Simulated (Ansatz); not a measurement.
# Ge: the cost of one run

Program: Ansatz 0.2.0. Level of theory: DFT PBE, scalar-relativistic, plane waves, PAW. These are calculated values, not measurements.

## (1) The structure to begin with

The structure is cubic, space group Fd-3m (No. 227). The conventional cell has a = 5.658 Å, b = 5.658 Å, c = 5.658 Å, α = 90.00°, β = 90.00°, γ = 90.00°. Around Ge (site symmetry -43m) lie 4 Ge at 2.45 Å.

Coordinates:

```cif
data_structure
_symmetry_space_group_name_H-M 'P 1'
_symmetry_Int_Tables_number 1
_cell_length_a 12.0020
_cell_length_b 12.0020
_cell_length_c 12.0020
_cell_angle_alpha 60.000
_cell_angle_beta 60.000
_cell_angle_gamma 60.000
_cell_volume 1222.51
loop_
_atom_site_label
_atom_site_type_symbol
_atom_site_fract_x
_atom_site_fract_y
_atom_site_fract_z
_atom_site_occupancy
Ge1 Ge 0.00000 0.00000 0.00000 1
Ge2 Ge 0.00000 0.00000 0.33333 1
Ge3 Ge 0.00000 0.00000 0.66667 1
Ge4 Ge 0.00000 0.33333 0.00000 1
Ge5 Ge 0.00000 0.33333 0.33333 1
Ge6 Ge 0.00000 0.33333 0.66667 1
Ge7 Ge 0.00000 0.66667 0.00000 1
Ge8 Ge 0.00000 0.66667 0.33333 1
Ge9 Ge 0.00000 0.66667 0.66667 1
Ge10 Ge 0.33333 0.00000 0.00000 1
Ge11 Ge 0.33333 0.00000 0.33333 1
Ge12 Ge 0.33333 0.00000 0.66667 1
Ge13 Ge 0.33333 0.33333 0.00000 1
Ge14 Ge 0.33333 0.33333 0.33333 1
Ge15 Ge 0.33333 0.33333 0.66667 1
Ge16 Ge 0.33333 0.66667 0.00000 1
Ge17 Ge 0.33333 0.66667 0.33333 1
Ge18 Ge 0.33333 0.66667 0.66667 1
Ge19 Ge 0.66667 0.00000 0.00000 1
Ge20 Ge 0.66667 0.00000 0.33333 1
Ge21 Ge 0.66667 0.00000 0.66667 1
Ge22 Ge 0.66667 0.33333 0.00000 1
Ge23 Ge 0.66667 0.33333 0.33333 1
Ge24 Ge 0.66667 0.33333 0.66667 1
Ge25 Ge 0.66667 0.66667 0.00000 1
Ge26 Ge 0.66667 0.66667 0.33333 1
Ge27 Ge 0.66667 0.66667 0.66667 1
Ge28 Ge 0.08333 0.08333 0.08333 1
Ge29 Ge 0.08333 0.08333 0.41667 1
Ge30 Ge 0.08333 0.08333 0.75000 1
Ge31 Ge 0.08333 0.41667 0.08333 1
Ge32 Ge 0.08333 0.41667 0.41667 1
Ge33 Ge 0.08333 0.41667 0.75000 1
Ge34 Ge 0.08333 0.75000 0.08333 1
Ge35 Ge 0.08333 0.75000 0.41667 1
Ge36 Ge 0.08333 0.75000 0.75000 1
Ge37 Ge 0.41667 0.08333 0.08333 1
Ge38 Ge 0.41667 0.08333 0.41667 1
Ge39 Ge 0.41667 0.08333 0.75000 1
Ge40 Ge 0.41667 0.41667 0.08333 1
Ge41 Ge 0.41667 0.41667 0.41667 1
Ge42 Ge 0.41667 0.41667 0.75000 1
Ge43 Ge 0.41667 0.75000 0.08333 1
Ge44 Ge 0.41667 0.75000 0.41667 1
Ge45 Ge 0.41667 0.75000 0.75000 1
Ge46 Ge 0.75000 0.08333 0.08333 1
Ge47 Ge 0.75000 0.08333 0.41667 1
Ge48 Ge 0.75000 0.08333 0.75000 1
Ge49 Ge 0.75000 0.41667 0.08333 1
Ge50 Ge 0.75000 0.41667 0.41667 1
Ge51 Ge 0.75000 0.41667 0.75000 1
Ge52 Ge 0.75000 0.75000 0.08333 1
Ge53 Ge 0.75000 0.75000 0.41667 1
Ge54 Ge 0.75000 0.75000 0.75000 1
```

The runs take a perfect supercell of 54 atoms; the defect goes to fractional position (0.000, 0.000, 0.000).

## (2) The perfect supercell

Input file input.yaml:

```yaml
crystal:
  lattice:
    - [0.0, 8.48673, 8.48673]
    - [8.48673, 0.0, 8.48673]
    - [8.48673, 8.48673, 0.0]
  atoms:
    - { symbol: Ge, position: [0.0, 0.0, 0.0] }
    - { symbol: Ge, position: [0.0, 0.0, 0.333333] }
    - { symbol: Ge, position: [0.0, 0.0, 0.666667] }
    - { symbol: Ge, position: [0.0, 0.333333, 0.0] }
    - { symbol: Ge, position: [0.0, 0.333333, 0.333333] }
    - { symbol: Ge, position: [0.0, 0.333333, 0.666667] }
    - { symbol: Ge, position: [0.0, 0.666667, 0.0] }
    - { symbol: Ge, position: [0.0, 0.666667, 0.333333] }
    - { symbol: Ge, position: [0.0, 0.666667, 0.666667] }
    - { symbol: Ge, position: [0.333333, 0.0, 0.0] }
    - { symbol: Ge, position: [0.333333, 0.0, 0.333333] }
    - { symbol: Ge, position: [0.333333, 0.0, 0.666667] }
    - { symbol: Ge, position: [0.333333, 0.333333, 0.0] }
    - { symbol: Ge, position: [0.333333, 0.333333, 0.333333] }
    - { symbol: Ge, position: [0.333333, 0.333333, 0.666667] }
    - { symbol: Ge, position: [0.333333, 0.666667, 0.0] }
    - { symbol: Ge, position: [0.333333, 0.666667, 0.333333] }
    - { symbol: Ge, position: [0.333333, 0.666667, 0.666667] }
    - { symbol: Ge, position: [0.666667, 0.0, 0.0] }
    - { symbol: Ge, position: [0.666667, 0.0, 0.333333] }
    - { symbol: Ge, position: [0.666667, 0.0, 0.666667] }
    - { symbol: Ge, position: [0.666667, 0.333333, 0.0] }
    - { symbol: Ge, position: [0.666667, 0.333333, 0.333333] }
    - { symbol: Ge, position: [0.666667, 0.333333, 0.666667] }
    - { symbol: Ge, position: [0.666667, 0.666667, 0.0] }
    - { symbol: Ge, position: [0.666667, 0.666667, 0.333333] }
    - { symbol: Ge, position: [0.666667, 0.666667, 0.666667] }
    - { symbol: Ge, position: [0.083333, 0.083333, 0.083333] }
    - { symbol: Ge, position: [0.083333, 0.083333, 0.416667] }
    - { symbol: Ge, position: [0.083333, 0.083333, 0.75] }
    - { symbol: Ge, position: [0.083333, 0.416667, 0.083333] }
    - { symbol: Ge, position: [0.083333, 0.416667, 0.416667] }
    - { symbol: Ge, position: [0.083333, 0.416667, 0.75] }
    - { symbol: Ge, position: [0.083333, 0.75, 0.083333] }
    - { symbol: Ge, position: [0.083333, 0.75, 0.416667] }
    - { symbol: Ge, position: [0.083333, 0.75, 0.75] }
    - { symbol: Ge, position: [0.416667, 0.083333, 0.083333] }
    - { symbol: Ge, position: [0.416667, 0.083333, 0.416667] }
    - { symbol: Ge, position: [0.416667, 0.083333, 0.75] }
    - { symbol: Ge, position: [0.416667, 0.416667, 0.083333] }
    - { symbol: Ge, position: [0.416667, 0.416667, 0.416667] }
    - { symbol: Ge, position: [0.416667, 0.416667, 0.75] }
    - { symbol: Ge, position: [0.416667, 0.75, 0.083333] }
    - { symbol: Ge, position: [0.416667, 0.75, 0.416667] }
    - { symbol: Ge, position: [0.416667, 0.75, 0.75] }
    - { symbol: Ge, position: [0.75, 0.083333, 0.083333] }
    - { symbol: Ge, position: [0.75, 0.083333, 0.416667] }
    - { symbol: Ge, position: [0.75, 0.083333, 0.75] }
    - { symbol: Ge, position: [0.75, 0.416667, 0.083333] }
    - { symbol: Ge, position: [0.75, 0.416667, 0.416667] }
    - { symbol: Ge, position: [0.75, 0.416667, 0.75] }
    - { symbol: Ge, position: [0.75, 0.75, 0.083333] }
    - { symbol: Ge, position: [0.75, 0.75, 0.416667] }
    - { symbol: Ge, position: [0.75, 0.75, 0.75] }
basis:
  ecutwfc: 420
  fft_grid_basis: typed
kpoints:
  mp_grid: { grid: [1, 1, 1] }
hamiltonian:
  xc: pbe
  pseudopotentials: { kind: paw }
scf:
  occupations: { method: gaussian, width: 0.05 }
output:
  forces: true
  stress: false
  eigenvalues: true
  bader: false
  write_density: true
  volumetric_format: npy
```

Command:

```
ansatz run input.yaml --threads 8 --pin off --max-ram 16384MiB --backend cpu --events-out ev --progress --plain --runs-dir out
```

**Question.** How long does this run take on 8 threads of AMD EPYC 7R43 (Zen 3), shared host, and how much memory does it need?

About 7.2 s, with a peak of 1.9 GiB.
